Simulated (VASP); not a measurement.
Wanted: the native input for a VASP 6.6.1 run.

```
Task                   : work function
Functional             : PBEsol
Potentials or basis    : VASP PAW PBE potentials, release 64 (Ag)
Cutoff                 : 520 eV
k mesh                 : 12 × 8 × 1
Occupations            : gaussian, width 0.1 eV
Spin                   : no spin polarisation
Further INCAR settings : ALGO = Normal; EDIFF = 1e-06
```

The structure of Ag lies in POSCAR:

```
Ag
1.0
    4.0860000000      0.0000000000      0.0000000000
    0.0000000000      2.8892383079      0.0000000000
    0.0000000000      0.0000000000     25.5569532317
Ag
9
Direct
    0.0000000000      0.0000000000      0.2738980635
    0.5000000000      0.5000000000      0.3304235477
    0.0000000000      0.0000000000      0.3869490318
    0.5000000000      0.5000000000      0.4434745159
    0.0000000000      0.0000000000      0.5000000000
    0.5000000000      0.5000000000      0.5565254841
    0.0000000000      0.0000000000      0.6130509682
    0.5000000000      0.5000000000      0.6695764523
    0.0000000000      0.0000000000      0.7261019365
```

These files were run (other wordings do the same):

INCAR

```
PREC = Accurate
ENCUT = 520
EDIFF = 1E-6
ISMEAR = 0
SIGMA = 0.1
LREAL = F
LASPH = T
NELM = 100
ALGO = Normal
ISIF = 2
LWAVE = F
LCHARG = T
GGA = PS
LELF = T
LVHAR = T
LVACPOTAV = T
```

KPOINTS

```
regular mesh
0
Gamma
  12 8 1
```

Potentials or basis: VASP PAW PBE potentials, release 64 (Ag).

Command:

```console
$ cat potpaw_PBE.64/Ag/POTCAR > POTCAR
$ mpirun -np 1 vasp_std > vasp.out
```

Results of the run:

- Largest force: 0.456 eV/Å
- Band gap on the k mesh: none (metal or under the smearing width)

Caveat: the PAW data sets were made with another functional, which shifts forces and pressure a little.

It took 14 min on 1 thread of Intel(R) Xeon(R) Platinum 8488C (Sapphire Rapids), with other jobs on the host, peak memory 0.64 GiB.
